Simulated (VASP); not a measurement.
Write the native input for VASP 6.6.1 that does the following.

| Property | Result |
| --- | --- |
| Task | single point |
| Functional | LDA |
| Potentials or basis | VASP PAW LDA potentials, release 64 (Cd, O) |
| Cutoff | 520 eV |
| k mesh | 11 × 11 × 11 |
| Occupations | fermi-dirac, width 0.05 eV |
| Spin | no spin polarisation |
| Further INCAR settings | ALGO = Normal; EDIFF = 1e-06; NBANDS = 16 |

The structure of CdO (Monteponite) lies in POSCAR:

```
CdO
1.0
    0.0000000000      2.3495000000      2.3495000000
    2.3495000000      0.0000000000      2.3495000000
    2.3495000000      2.3495000000      0.0000000000
Cd O
1 1
Direct
    0.0000000000      0.0000000000      0.0000000000
    0.5000000000      0.5000000000      0.5000000000
```

One way to write it, as run:

INCAR

```
SYSTEM = CdO
ALGO     = Normal         ! electronic algorithm
EDIFF    = 1E-6           ! SCF threshold, eV
ENCUT    = 520            ! plane-wave cutoff, eV
GGA      = CA             ! functional
ISIF     = 2              ! what is computed and relaxed
ISMEAR   = -1             ! smearing method
KPAR     = 4            
LASPH    = .TRUE.         ! aspherical terms in the spheres
LCHARG   = .FALSE.        ! write CHGCAR
LREAL    = .FALSE.        ! projectors in reciprocal space
LWAVE    = .FALSE.        ! write WAVECAR
NBANDS   = 16             ! bands
NELM     = 60             ! most SCF steps
PREC     = Accurate       ! precision mode
SIGMA    = 0.05           ! smearing width, eV
```

KPOINTS

```
k-points
0
G
  11 11 11
  0 0 0
```

Potentials or basis: VASP PAW LDA potentials, release 64 (Cd, O).

Command:

```console
$ cat potpaw_LDA.64/Cd/POTCAR potpaw_LDA.64/O/POTCAR > POTCAR
$ mpirun -np 4 vasp_std > vasp.out
```

It gave:

```
Pressure               : -4.3 GPa
Band gap on the k mesh : none (metal or under the smearing width)
```

Caveat: this crystal is a semiconductor, whose small gap the functional closes, so the metal is an error of the method.

Wall time 6.7 s on 4 MPI ranks on Intel(R) Xeon(R) Platinum 8488C (Sapphire Rapids) (shared host), peak memory 0.14 GiB a rank.
